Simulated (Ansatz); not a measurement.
# WC: the cost of one run

Program: Ansatz 0.2.0. Level of theory: DFT PBE, scalar-relativistic, plane waves, PAW. These are calculated values, not measurements.

## 1. Starting point

It takes space group P-6m2 (No. 187, hexagonal). Conventional cell: a = 2.901 Å, b = 2.901 Å, c = 2.829 Å, α = 90.00°, β = 90.00°, γ = 120.00°. W (site symmetry -6m2) is surrounded by 6 C at 2.19 Å. Around C (site symmetry -6m2) lie 6 W at 2.19 Å.

Structure file:

```xyz
2
Lattice="2.9005 0.0000 0.0000 -1.4503 2.5119 0.0000 0.0000 0.0000 2.8290" Properties=species:S:1:pos:R:3 pbc="T T T"
W     0.0000    0.0000    0.0000
C     1.4503    0.8373    1.4145
```

Source of the structure: the Crystallography Open Database.

(A quick probe on a coarse mesh, which set the mesh and smearing, is not shown.)

## 3. Rough relaxation on the coarse mesh

Input file input.yaml:

```yaml
crystal:
  lattice:
    - [2.900501436, 0.0, 0.0]
    - [-1.450250718, 2.5119079273, 0.0]
    - [0.0, 0.0, 2.829]
  atoms:
    - { symbol: W, position: [0.0, 0.0, 0.0] }
    - { symbol: C, position: [0.6666666667, 0.3333333333, 0.5] }
basis:
  ecutwfc: 420
kpoints:
  mp_grid: { grid: [6, 6, 8] }
hamiltonian:
  xc: pbe
scf:
  occupations: { method: gaussian, width: 0.1 }
output:
  forces: true
  stress: true
  eigenvalues: true
relax:
  adjacent_minimum: "off"
  f_tol: 0.05
  max_steps: 80
  cell: { stress_tol: 0.5 }
```

Started as:

```
$ ansatz run input.yaml --threads 2 --pin off --max-ram 5120MiB --backend cpu --events-out ev --progress --plain --runs-dir out
```

Q: Estimate wall time and peak memory on 2 threads of Arm Neoverse V2, shared host.

About 2.8 s, with a peak of 0.28 GiB.
